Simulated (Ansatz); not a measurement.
The system is MoSe2.

```
CELL_PARAMETERS angstrom
3.28800 0.00000 0.00000
-1.64400 2.84749 0.00000
0.00000 0.00000 12.90000
ATOMIC_POSITIONS crystal
Mo 0.66667 0.33333 0.75000
Mo 0.33333 0.66667 0.25000
Se 0.66667 0.33333 0.37500
Se 0.33333 0.66667 0.87500
Se 0.66667 0.33333 0.12500
Se 0.33333 0.66667 0.62500
```

| Quantity | Value |
| --- | --- |
| Program | Ansatz 0.2.0 |
| Task | relaxation of cell and atoms |
| Functional | PBEsol |
| Dispersion | D3(BJ) |
| Potentials or basis | Ansatz PAW |
| Cutoff | 420 eV (not typed: the program's choice for these potentials) |
| k mesh | 9 × 9 × 2 |
| Occupations | fermi-dirac, width 0.05 eV |
| Spin | no spin polarisation |

At the start: volume 20.13 Å³/atom.

Q: Where does the relaxation end?

A: It ends after 6 steps and the volume is 18.57 Å³/atom (-7.7 %); space group P6_3/mmc (No. 194, to 0.05 Å).

Step by step:
| step | energy change (eV) | largest force (eV/Å) | volume (Å³) |
| --- | --- | --- | --- |
| 1 | 0.0000 | 0.8142 | 120.78 |
| 2 | -0.1807 | 0.0057 | 114.84 |
| 3 | -0.2004 | 0.0286 | 111.00 |
| 4 | -0.2012 | 0.0001 | 111.53 |
| 5 | -0.2013 | 0.0002 | 111.43 |
| 6 | -0.1999 | 0.0003 | 111.43 |

Final structure:
```yaml
crystal:
  lattice:
    - [3.22771, 0.00000, 0.00000]
    - [-1.61386, 2.79528, 0.00000]
    - [0.00000, 0.00000, 12.35017]
  atoms:
    - { symbol: Mo, position: [0.66667, 0.33333, 0.75000] }
    - { symbol: Mo, position: [0.33333, 0.66667, 0.25000] }
    - { symbol: Se, position: [0.66667, 0.33333, 0.38526] }
    - { symbol: Se, position: [0.33333, 0.66667, 0.88526] }
    - { symbol: Se, position: [0.66667, 0.33333, 0.11474] }
    - { symbol: Se, position: [0.33333, 0.66667, 0.61474] }
```

Caveat: the plane-wave basis is chosen anew once the cell has moved, so the energies of steps on either side of that aren't comparable; the PAW data sets come from PBE, with cores solved anew for the run's functional, which leaves a small shift of forces and pressure.
